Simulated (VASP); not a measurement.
Write the native input for VASP 6.6.1 that does the following.

```yaml
Task: single point
Functional: PBE
Potentials_or_basis: VASP PAW PBE potentials, release 64 (Si)
Cutoff: 520 eV
k_mesh: 8 × 8 × 8
Occupations: fermi-dirac, width 0.02 eV
Spin: no spin polarisation
Dipole_correction: no
Further_INCAR_settings: ALGO = Fast; EDIFF = 1e-06; NBANDS = 11
```

The structure of Si lies in POSCAR:

```
Si
1.0
    0.0000000000      2.8854460299      2.7221188962
    2.8854460299      0.0000000000      2.7221188962
    2.8854460299      2.8854460299      0.0000000000
Si
2
Direct
    0.0000000000      0.0000000000      0.0000000000
    0.2500000000      0.2500000000      0.2500000000
```

The cell was built by a generator and needn't be a form met in nature.

The cell isn't the ideal one: biaxial_xy strain +6.0%.

These files were run (other wordings do the same):

INCAR

```
SYSTEM = Si
ALGO = Fast
EDIFF = 1E-6
ENCUT = 520
GGA = PE
ISIF = 2
ISMEAR = -1
LASPH = .TRUE.
LCHARG = .FALSE.
LREAL = .FALSE.
LWAVE = .FALSE.
NBANDS = 11
NELM = 100
PREC = Accurate
SIGMA = 0.02
```

KPOINTS

```
k-points
0
G
  8 8 8
  0 0 0
```

Potentials or basis: VASP PAW PBE potentials, release 64 (Si).

Command:

```bash
$ cat potpaw_PBE.64/Si/POTCAR > POTCAR
$ mpirun -np 1 vasp_std > vasp.out
```

Results of the run:

```json
{
  "Pressure": "-7.4 GPa",
  "Band gap on the k mesh": "0.23 eV, indirect (least direct gap 1.73 eV)"
}
```

Wall time 17 s on 1 thread of Intel(R) Xeon(R) Platinum 8488C (Sapphire Rapids), on a shared host, peak memory 0.16 GiB.
